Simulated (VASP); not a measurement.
# La2O3 (P-3m1) in VASP: further runs, part 2 of 2

VASP 6.6.1. The steps go on from the part before.

**3. Relaxation of cell and atoms, PBE**

This run uses another cell than the first one, of 16.59 Å³/atom, 1.014 times its volume.

Input file INCAR:

```
SYSTEM = La2O3
PREC = Accurate
ENCUT = 600
EDIFF = 1E-7
ISMEAR = 0
SIGMA = 0.03
LREAL = .FALSE.
LASPH = .TRUE.
NELM = 80
ALGO = Normal
ISIF = 3
LWAVE = .FALSE.
LCHARG = .FALSE.
GGA = PE
IBRION = 2
NSW = 90
EDIFFG = -0.005
```

Input file KPOINTS:

```
regular mesh
0
G
  9 9 5
  0 0 0
```

Input file POSCAR:

```
La2O3                                   
1.0
    3.9367613119      0.0000000000     -0.0000000000
   -1.9683806560      3.4093353048      0.0000000000
    0.0000000000     -0.0000000000      6.1788816436
  La              O             
     2     3
Direct
     0.6666666699999979    0.3333333300000021    0.7528333012287785
     0.3333333300000021    0.6666666699999979    0.2471666987712216
     0.6666666699999979    0.3333333300000021    0.3543795555695414
     0.3333333300000021    0.6666666699999979    0.6456204444304586
     0.0000000000000000    1.0000000000000000    0.0000000000000000
```

Potentials or basis: VASP PAW PBE potentials, release 64 (La, O).

Launch:

```bash
$ cat potpaw_PBE.64/La/POTCAR potpaw_PBE.64/O/POTCAR > POTCAR
$ mpirun -np 1 vasp_std > vasp.out
```

OUTCAR:

```text
SYSTEM = La2O3
   PREC = Accurate
   ENCUT = 600
   EDIFF = 1E-7
   ISMEAR = 0
   LREAL = .FALSE.
   LASPH = .TRUE.
   NELM = 80
   ISIF = 3
   GGA = PE
   IBRION = 2
   NSW = 90
   EDIFFG = -0.005

 ion  position               nearest neighbor table
   1  0.667  0.333  0.753-   4 2.37   4 2.37   4 2.37   3 2.46   5 2.74   5 2.74   5 2.74
   2  0.333  0.667  0.247-   3 2.37   3 2.37   3 2.37   4 2.46   5 2.74   5 2.74   5 2.74
   3  0.667  0.333  0.354-   2 2.37   2 2.37   2 2.37   1 2.46
   4  0.333  0.667  0.646-   1 2.37   1 2.37   1 2.37   2 2.46
   5  0.000  0.000  0.000-   1 2.74   2 2.74   1 2.74   2 2.74   1 2.74   2 2.74

  LATTYP: Found a hexagonal cell.
 ALAT       =     3.9367613119
 C/A-ratio  =     1.5695342323

  Lattice vectors:

 A1 = (   3.9367613119,   0.0000000000,   0.0000000000)
 A2 = (  -1.9683806560,   3.4093353048,   0.0000000000)
 A3 = (   0.0000000000,   0.0000000000,   6.1788816436)

Analysis of symmetry for initial positions (statically):
=====================================================================
 Subroutine PRICEL returns:
 Original cell was already a primitive cell.

 Routine SETGRP: Setting up the symmetry group for a
 hexagonal supercell.

 Subroutine GETGRP returns: Found 12 space group operations
 (whereof 12 operations were pure point group operations)
 out of a pool of 24 trial point group operations.

The static configuration has the point symmetry D_3d.

Analysis of symmetry for dynamics (positions and initial velocities):
=====================================================================
 Subroutine PRICEL returns:
 Original cell was already a primitive cell.

 Routine SETGRP: Setting up the symmetry group for a
 hexagonal supercell.

 Subroutine GETGRP returns: Found 12 space group operations
 (whereof 12 operations were pure point group operations)
 out of a pool of 24 trial point group operations.

[... 134 lines left out ...]
   IVDW    =     0    specifies the selected vdW correction
   LEPSILON=     F    determine dielectric tensor
   LRPA    =     F    only Hartree local field effects (RPA)
 conjugate gradient relaxation of ions
 non-spin polarized calculation
 Gauss-broadening in eV      SIGMA  =   0.03
  energy-cutoff  :      600.00
  volume of cell :       82.93
 maximum number of plane-waves:      2790
   NGX = 15   NGY = 15   NGZ = 25

--------------------------------------- Ionic step        1  -------------------------------------------

 number of electron      39.9999999 magnetization

 Free energy of the ion-electron system (eV)
  ---------------------------------------------------
  ext. energy  EPLUGINS =         0.00000000
  ---------------------------------------------------
  free energy    TOTEN  =       -41.83268921 eV

  energy without entropy =      -41.83268921  energy(sigma->0) =      -41.83268921

------------------------ aborting loop because EDIFF is reached ----------------------------------------

  FORCE on cell =-STRESS in cart. coord.  units (eV):
  Direction    XX          YY          ZZ          XY          YZ          ZX
  --------------------------------------------------------------------------------------
  -------------------------------------------------------------------------------------
  Total       -0.0119587     -0.0119587     -0.0253828      0.0000000      0.0000000     -0.0000000
  in kB       -0.2310333     -0.2310333     -0.4903786      0.0000000      0.0000000     -0.0000000
  external PRESSURE =      -0.3174817 kB  Pullay stress =       0.0000000 kB
[... 104 lines left out ...]
--------------------------------------- Ionic step        4  -------------------------------------------

 number of electron      40.0000000 magnetization

 Free energy of the ion-electron system (eV)
  ---------------------------------------------------
  ext. energy  EPLUGINS =         0.00000000
  ---------------------------------------------------
  free energy    TOTEN  =       -41.83270384 eV

  energy without entropy =      -41.83270384  energy(sigma->0) =      -41.83270384

 E-fermi :   6.0060     XC(G=0): -10.4030

 val. band max:        5.7904440250   @ k =   0.2222   0.2222   0.4000
 cond. band min:       9.7031554521   @ k =   0.3333   0.3333   0.0000
 fundamental gap:      3.9127114271
 Fermi energy:         6.0059865041

 k-point     1 :       0.0000    0.0000    0.0000
  band No.  band energies     occupation
      1     -24.0132      2.00000
      2     -23.7903      2.00000
      3     -11.0521      2.00000
      4      -9.8237      2.00000
      5      -9.3636      2.00000
      6      -7.4760      2.00000
[... 637 lines left out ...]
     23      10.8019      0.00000
     24      10.9675      0.00000

 [... further k-points ...]

------------------------ aborting loop because EDIFF is reached ----------------------------------------

  FORCE on cell =-STRESS in cart. coord.  units (eV):
  Direction    XX          YY          ZZ          XY          YZ          ZX
  --------------------------------------------------------------------------------------
  -------------------------------------------------------------------------------------
  Total        0.0024793      0.0024793      0.0055581     -0.0000000     -0.0000000     -0.0000000
  in kB        0.0479096      0.0479096      0.1074039     -0.0000000     -0.0000000     -0.0000000
  external PRESSURE =       0.0677410 kB  Pullay stress =       0.0000000 kB
[... 20 lines left out ...]
  FREE ENERGIE OF THE ION-ELECTRON SYSTEM (eV)
  ---------------------------------------------------
  free  energy   TOTEN  =       -41.8327038366 eV

  energy  without entropy=      -41.8327038366  energy(sigma->0) =      -41.83270384

 reached required accuracy - stopping structural energy minimisation
```

Run time: 2.7 min. Hardware: 1 thread of Intel Xeon 6975P-C (Granite Rapids), shared host; peak memory 0.31 GiB.

What came out:

```yaml
Free_energy: -41.8327 eV
Relaxed_volume: 16.58 Å³/atom
Relaxed_cell: a = 3.937 Å, b = 3.937 Å, c = 6.177 Å, α = 90.00°, β = 90.00°, γ = 120.00°
Space_group_after_relaxing_to_0.05_Å: P-3m1 (No. 164)
Energy_gained_by_relaxing: 0.0 meV/atom
Ionic_steps: 4
Pressure_after_relaxing: 0.0 GPa
Largest_force_after_relaxing: 0.003 eV/Å
Band_gap_on_the_k_mesh: 3.91 eV, indirect (least direct gap 3.98 eV)
```

Forces on the atoms (eV/Å):
```
La   0.000  0.000  0.001
La   0.000  0.000 -0.001
O    0.000  0.000  0.003
O    0.000  0.000 -0.003
O    0.000  0.000  0.000
```

Final structure:
```yaml
crystal:
  lattice:
    - [3.93680, 0.00000, 0.00000]
    - [-1.96840, 3.40937, 0.00000]
    - [0.00000, 0.00000, 6.17733]
  atoms:
    - { symbol: La, position: [0.66667, 0.33333, 0.75276] }
    - { symbol: La, position: [0.33333, 0.66667, 0.24724] }
    - { symbol: O, position: [0.66667, 0.33333, 0.35452] }
    - { symbol: O, position: [0.33333, 0.66667, 0.64548] }
    - { symbol: O, position: [0.00000, 0.00000, 0.00000] }
```

Caveat: spin-orbit coupling is left out, which moves the levels of the heavy elements; an odd mesh through Γ misses points on the zone boundary, where band edges often lie.

**4. Relaxation of cell and atoms, RPBE**

Input file INCAR:

```
SYSTEM = La2O3
PREC     = Accurate       ! precision mode
ENCUT    = 600            ! plane-wave cutoff, eV
EDIFF    = 1E-6           ! SCF threshold, eV
ISMEAR   = 0              ! smearing method
SIGMA    = 0.03           ! smearing width, eV
LREAL    = .False.        ! projectors in reciprocal space
LASPH    = .True.         ! aspherical terms in the spheres
NELM     = 80             ! most SCF steps
ALGO     = Normal         ! electronic algorithm
ISIF     = 3              ! what is computed and relaxed
LWAVE    = .False.        ! write WAVECAR
LCHARG   = .False.        ! write CHGCAR
GGA      = RP             ! functional
IBRION   = 2              ! ionic algorithm
NSW      = 90             ! ionic steps
EDIFFG   = -0.01          ! ionic threshold
```

Input file KPOINTS:

```
regular mesh
0
Gamma
  9 9 5
  0 0 0
```

Input file POSCAR:

```
La2O3
1.0
    3.9307778780      0.0000000000      0.0000000000
   -1.9653889390      3.4041534990      0.0000000000
    0.0000000000      0.0000000000      6.1119535200
La O
2 3
Direct
    0.6666666700      0.3333333300      0.7537643200
    0.3333333300      0.6666666700      0.2462356800
    0.6666666700      0.3333333300      0.3541093500
    0.3333333300      0.6666666700      0.6458906500
    0.0000000000      0.0000000000      0.0000000000
```

Potentials or basis: VASP PAW PBE potentials, release 64 (La, O).

Launch:

```bash
$ cat potpaw_PBE.64/La/POTCAR potpaw_PBE.64/O/POTCAR > POTCAR
$ mpirun -np 1 vasp_std > vasp.out
```

OUTCAR:

```text
SYSTEM = La2O3
   PREC = Accurate
   ENCUT = 600
   EDIFF = 1E-6
   ISMEAR = 0
   LREAL = .False.
   LASPH = .True.
   NELM = 80
   ISIF = 3
   GGA = RP
   IBRION = 2
   NSW = 90
   EDIFFG = -0.01

 ion  position               nearest neighbor table
   1  0.667  0.333  0.754-   4 2.36   4 2.36   4 2.36   3 2.44   5 2.72   5 2.72   5 2.72
   2  0.333  0.667  0.246-   3 2.36   3 2.36   3 2.36   4 2.44   5 2.72   5 2.72   5 2.72
   3  0.667  0.333  0.354-   2 2.36   2 2.36   2 2.36   1 2.44
   4  0.333  0.667  0.646-   1 2.36   1 2.36   1 2.36   2 2.44
   5  0.000  0.000  0.000-   1 2.72   2 2.72   1 2.72   2 2.72   1 2.72   2 2.72

  LATTYP: Found a hexagonal cell.
 ALAT       =     3.9307778780
 C/A-ratio  =     1.5548966921

  Lattice vectors:

 A1 = (   3.9307778780,   0.0000000000,   0.0000000000)
 A2 = (  -1.9653889390,   3.4041534990,   0.0000000000)
[... 955 lines left out ...]

[... ionic steps 4 to 7 ...]

--------------------------------------- Ionic step        8  -------------------------------------------

 number of electron      39.9999997 magnetization

------------------------ aborting loop because EDIFF is reached ----------------------------------------
[... 73 lines left out ...]
--------------------------------------- Ionic step       10  -------------------------------------------

 number of electron      39.9999997 magnetization

 Free energy of the ion-electron system (eV)
  ---------------------------------------------------
  ext. energy  EPLUGINS =         0.00000000
  ---------------------------------------------------
  free energy    TOTEN  =       -39.91521610 eV

  energy without entropy =      -39.91521610  energy(sigma->0) =      -39.91521610

 E-fermi :   5.8598     XC(G=0): -10.0376

 val. band max:        5.6801292868   @ k =   0.2222   0.2222   0.4000
 cond. band min:       9.6328969988   @ k =   0.4444   0.0000   0.0000
 fundamental gap:      3.9527677119
 Fermi energy:         5.8597928159

 k-point     1 :       0.0000    0.0000    0.0000
  band No.  band energies     occupation
      1     -24.2663      2.00000
      2     -24.0787      2.00000
      3     -11.1464      2.00000
      4      -9.9933      2.00000
      5      -9.4971      2.00000
      6      -7.7221      2.00000
[... 671 lines left out ...]
  FREE ENERGIE OF THE ION-ELECTRON SYSTEM (eV)
  ---------------------------------------------------
  free  energy   TOTEN  =       -39.9152161044 eV

  energy  without entropy=      -39.9152161044  energy(sigma->0) =      -39.91521610

 reached required accuracy - stopping structural energy minimisation
```

It took 6.8 min on 1 thread of Intel Xeon 6975P-C (Granite Rapids), shared host; peak memory 0.31 GiB.

Results:

```yaml
Free_energy: -39.9152 eV
Relaxed_volume: 17.04 Å³/atom
Relaxed_cell: a = 3.959 Å, b = 3.959 Å, c = 6.277 Å, α = 90.00°, β = 90.00°, γ = 120.00°
Space_group_after_relaxing_to_0.05_Å: P-3m1 (No. 164)
Energy_gained_by_relaxing: 9.5 meV/atom
Ionic_steps: 10
Pressure_after_relaxing: 0.1 GPa
Largest_force_after_relaxing: 0.005 eV/Å
Band_gap_on_the_k_mesh: 3.95 eV, indirect (least direct gap 4.08 eV)
```

Forces on the atoms (eV/Å):
```
La   0.000  0.000 -0.005
La   0.000  0.000  0.005
O    0.000  0.000 -0.001
O    0.000  0.000  0.001
O    0.000  0.000  0.000
```

The path:
| step | energy change (eV) | largest force (eV/Å) | pressure (GPa) | volume (Å³) |
| --- | --- | --- | --- | --- |
| 1 | 0.0000 | 0.0384 | 4.51 | 81.78 |
| 2 | -0.0099 | 0.4385 | -3.47 | 87.36 |
| 3 | -0.0397 | 0.2282 | -0.01 | 84.70 |
| 4 | -0.0449 | 0.0512 | -0.01 | 84.97 |
| 5 | -0.0458 | 0.0611 | -0.01 | 85.14 |
| 6 | -0.0469 | 0.0454 | -0.02 | 85.19 |
| 7 | -0.0473 | 0.0317 | -0.02 | 85.23 |
| 8 | -0.0473 | 0.0297 | -0.01 | 85.23 |
| 9 | -0.0474 | 0.0184 | 0.02 | 85.22 |
| 10 | -0.0475 | 0.0046 | 0.05 | 85.19 |

Final structure:
```
CELL_PARAMETERS angstrom
3.95876 0.00000 0.00000
-1.97938 3.42839 0.00000
0.00000 0.00000 6.27675
ATOMIC_POSITIONS crystal
La 0.66667 0.33333 0.75142
La 0.33333 0.66667 0.24858
O 0.66667 0.33333 0.35489
O 0.33333 0.66667 0.64511
O 0.00000 0.00000 0.00000
```

Levels at points of the mesh, in eV from the valence-band top:
```tsv
k point	band 18	band 19	band 20	band 21	band 22	band 23
(0.00, 0.00, 0.00)	-0.25	-0.25	-0.01	4.31	4.66	4.66
```

Caveat: the PAW data sets were made with another functional, which shifts forces and pressure a little; spin-orbit coupling is left out, which moves the levels of the heavy elements; an odd mesh through Γ misses points on the zone boundary, where band edges often lie.

**5. Relaxation of cell and atoms, RPBE**

This run uses another cell than the first one, of 17.04 Å³/atom, 1.042 times its volume.

Edit INCAR of step 4 so:

```diff
@@ -3,3 +3,3 @@
 ENCUT    = 600            ! plane-wave cutoff, eV
-EDIFF    = 1E-6           ! SCF threshold, eV
+EDIFF    = 1E-7           ! SCF threshold, eV
 ISMEAR   = 0              ! smearing method
@@ -16,2 +16,2 @@
 NSW      = 90             ! ionic steps
-EDIFFG   = -0.01          ! ionic threshold
+EDIFFG   = -0.005         ! ionic threshold
```

KPOINTS is that of step 4.

Input file POSCAR:

```
La2O3                                   
1.0
    3.9587644570      0.0000000000      0.0000000000
   -1.9793822285      3.4283905874      0.0000000000
    0.0000000000     -0.0000000000      6.2767519490
  La              O             
     2     3
Direct
     0.6666666699999979    0.3333333300000021    0.7514156468337071
     0.3333333300000021    0.6666666699999979    0.2485843531662929
     0.6666666699999979    0.3333333300000021    0.3548882150814696
     0.3333333300000021    0.6666666699999979    0.6451117849185303
     0.0000000000000000    0.0000000000000000    0.0000000000000000
```

Launch:

```bash
$ cat potpaw_PBE.64/La/POTCAR potpaw_PBE.64/O/POTCAR > POTCAR
$ mpirun -np 1 vasp_std > vasp.out
```

Wall time 2.2 min (1 thread of Intel Xeon 6975P-C (Granite Rapids), shared host); peak memory 0.3 GiB.

The run converged. Its results:

```yaml
Free_energy: -39.9207 eV
Relaxed_volume: 17.04 Å³/atom
Relaxed_cell: a = 3.959 Å, b = 3.959 Å, c = 6.277 Å, α = 90.00°, β = 90.00°, γ = 120.00°
Space_group_after_relaxing_to_0.05_Å: P-3m1 (No. 164)
Energy_gained_by_relaxing: 0.0 meV/atom
Ionic_steps: 2
Pressure_after_relaxing: 0.0 GPa
Band_gap_on_the_k_mesh: 3.95 eV, indirect (least direct gap 4.08 eV)
```

Final structure:
```xyz
5
Lattice="3.9592 0.0000 0.0000 -1.9796 3.4287 0.0000 0.0000 0.0000 6.2772" Properties=species:S:1:pos:R:3 pbc="T T T"
La    1.9796    1.1429    4.7165
La    0.0000    2.2858    1.5607
O     1.9796    1.1429    2.2276
O     0.0000    2.2858    4.0495
O     0.0000    0.0000    0.0000
```

Levels at points of the mesh, in eV from the valence-band top:
```
           k point  band 17  band 18  band 19  band 20  band 21  band 22  band 23  band 24
(0.00, 0.00, 0.00)    -1.49    -0.25    -0.25    -0.01     4.31     4.66     4.66     5.04
```

Caveat: the PAW data sets were made with another functional, which shifts forces and pressure a little; spin-orbit coupling is left out, which moves the levels of the heavy elements; an odd mesh through Γ misses points on the zone boundary, where band edges often lie.
